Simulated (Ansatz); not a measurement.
Wires are cut from relaxed bulk Ni (Fm-3m, 10.89 Å³/atom, gap on the mesh 0.00 eV); atoms and period are relaxed, and energies count from that bulk.

Theory: Ansatz, DFT PBE, scalar-relativistic, plane waves, PAW.

Cutoff 420 eV, Gaussian smearing of 0.05 eV, energies at zero smearing, symmetry of each start kept, collinear spin where a moment is listed.

```tsv
start	atoms	k mesh	excess energy (eV per host atom)	line energy (eV/Å)	period (Å)	gap on the mesh (eV)	highest filled level or Fermi level under vacuum (eV)	size of the moment (μB per cell)
[111] wire, 9 host atoms a period	9	1×1×9	1.517	2.371	5.760	0	4.30	7.78
[111] wire, 13 host atoms a period	13	1×1×9	1.333	2.991	5.795	0.06	-	8.18
```

A dash: not computed, or not clear enough to read.

The gap is read on a mesh, which can miss the band edges, so it can be too wide.

Gaps under about 0.2 eV rest on few k points and may close between them. Each run keeps its start's symmetry and one magnetic start, so lower states can exist.

Cost: 2 runs of about 25 core-minutes in all, on Intel Xeon 6975P-C (Granite Rapids) (shared hosts).